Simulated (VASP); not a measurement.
**Ge in VASP 6.6.1, single-point calculation**

INCAR

```
ISIF = 2
SIGMA = 0.02
NSW = 0
GGA = PE
LWAVE = .FALSE.
LREAL = .FALSE.
IBRION = -1
ISMEAR = -1
ENCUT = 520
EDIFF = 1E-7
LASPH = .TRUE.
LCHARG = .FALSE.
MAXMIX = 10
NBANDS = 21
NELM = 75
PREC = Accurate
```

KPOINTS

```
KPOINTS created by Atomic Simulation Environment
0
Gamma
8 8 8
0 0 0
```

POSCAR

```
Ge
 1.0000000000000000
     0.0000000000000000    2.7801360418000001    2.7801360418000001
     2.7801360418000001    0.0000000000000000    2.7801360418000001
     2.7801360418000001    2.7801360418000001    0.0000000000000000
 Ge
   2
Cartesian
  0.0000000000000000  0.0000000000000000  0.0000000000000000
  1.3900680208999998  1.3900680208999998  1.3900680208999998
```

The recommended PBE PAW datasets give the neutral cell 28 valence electrons.

Command

```
mpirun -np 1 vasp_std
```

Question: How does this run end, and what does it give?

Answer: It converged. Results: gap between bands v and c on the k mesh 0.35 eV; least direct gap on the k mesh 0.52 eV; pressure 8.0 GPa. Band v is the last that the valence electrons fill when counted band by band, and c is the next.

OSZICAR

```
N       E                     dE             d eps       ncg     rms          rms(c)
DAV:   1     0.194423912030E+03    0.19442E+03   -0.14554E+04  1355   0.372E+03
DAV:   2     0.191581729204E+02   -0.17527E+03   -0.16885E+03  1223   0.643E+02
DAV:   3    -0.811760397250E+01   -0.27276E+02   -0.27116E+02  1393   0.143E+02
DAV:   4    -0.900865758045E+01   -0.89105E+00   -0.89064E+00  1373   0.304E+01
DAV:   5    -0.902288768247E+01   -0.14230E-01   -0.14230E-01  1363   0.424E+00    0.344E+00
DAV:   6    -0.895185572188E+01    0.71032E-01   -0.24319E-02  1368   0.137E+00    0.204E+00
DAV:   7    -0.891535511725E+01    0.36501E-01   -0.55676E-02  1452   0.198E+00    0.151E-01
DAV:   8    -0.891713131735E+01   -0.17762E-02   -0.59295E-03  1348   0.850E-01    0.444E-02
DAV:   9    -0.891726760359E+01   -0.13629E-03   -0.19904E-04  1437   0.175E-01    0.151E-02
DAV:  10    -0.891727687954E+01   -0.92759E-05   -0.24568E-05  1431   0.642E-02    0.657E-03
DAV:  11    -0.891727822663E+01   -0.13471E-05   -0.44659E-06  1387   0.305E-02    0.165E-03
DAV:  12    -0.891727836208E+01   -0.13545E-06   -0.16847E-07  1121   0.358E-03    0.510E-04
DAV:  13    -0.891727834998E+01    0.12098E-07   -0.11300E-08   779   0.129E-03
   1 F= -.89172783E+01 E0= -.89172779E+01  d E =-.854602E-06
```

Standard output (part)

```
POSCAR found type information on POSCAR Ge
 POSCAR found :  1 types and       2 ions
 LDA part: xc-table for (Slater+PW92), standard interpolation
 POSCAR, INCAR and KPOINTS ok, starting setup
 WAVECAR not read
 entering main loop
```

For comparison, a separate PBE run of the intended cell, on usual settings and not on those above, gives a gap of 0.35 eV on its mesh and a pressure of 8.0 GPa.
